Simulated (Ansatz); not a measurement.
**Pb: stress in a strained cell**

Aim: deform Pb (x and y strained by +1.5 %, z held) and compute stress, forces and field gradients with LAPW, PAW and all-electron datasets made for the crystal.

Program: Ansatz 0.2.0. Level of theory: DFT PBEsol, scalar-relativistic. These are calculated values, not measurements.

## 1. The structure to begin with

It takes space group Im-3m (No. 229, cubic). Conventional cell: a = 3.959 Å, b = 3.959 Å, c = 3.959 Å, α = 90.00°, β = 90.00°, γ = 90.00°. Pb (site symmetry m-3m) is surrounded by 8 Pb at 3.43 Å.

Coordinates:

```
Pb
1.0
    -1.97966    1.97966    1.97966
     1.97966   -1.97966    1.97966
     1.97966    1.97966   -1.97966
Pb
1
Direct
  0.00000 0.00000 0.00000
```

## 2. The deformed structure

Space group Im-3m before, I4/mmm after.

## 3. All-electron LAPW

input.yaml reads:

```yaml
crystal:
  lattice:
    - [-2.0093544602, 2.0093544602, 1.9796595667]
    - [2.0093544602, -2.0093544602, 1.9796595667]
    - [2.0093544602, 2.0093544602, -1.9796595667]
  atoms:
    - { symbol: Pb, position: [0.0, 0.0, 0.0] }
kpoints:
  mp_grid: { grid: [13, 13, 13] }
scf:
  occupations: { method: fermi_dirac, width: 0.08 }
hamiltonian:
  xc: pbesol
  pseudopotentials: { kind: all_electron, lapw: { basis_error: 0.00025 } }
output:
  forces: true
  stress: true
  eigenvalues: true
```

## 4. Frozen-core PAW

Edit input.yaml of step 3 so:

```diff
@@ -13,3 +13,3 @@
   xc: pbesol
-  pseudopotentials: { kind: all_electron, lapw: { basis_error: 0.00025 } }
+  pseudopotentials: { kind: paw }
 output:
@@ -18 +18,2 @@
   eigenvalues: true
+  efg: { contact_densities: true }
```

## 5. All-electron PAW on datasets made for the crystal

Edit input.yaml of step 4 so:

```diff
@@ -13,3 +13,3 @@
   xc: pbesol
-  pseudopotentials: { kind: paw }
+  pseudopotentials: { kind: all_electron, datasets: crystal }
 output:
```

(Steps that only read results are left out.)

What does the calculation give? Wanted: pressure; largest shear or deviatoric stress.

As calculated:

| quantity | value |
| --- | --- |
| pressure | LAPW -2.67, PAW -2.67, crystal datasets -2.67 GPa |
| largest shear or deviatoric stress (LAPW) | 0.24 GPa |

In words: The largest part of the stress beyond the pressure is 0.24 GPa in size, in the zz component. No run of the undeformed cell stands beside it, so the pressure holds what the given cell had before the change. PAW: stress within 0.01 GPa of LAPW. Crystal datasets: stress within 0.01 GPa of LAPW. Spin-orbit coupling is left out, though the cell holds Pb; in elements this heavy it can shift bands and gaps by tenths of an eV.
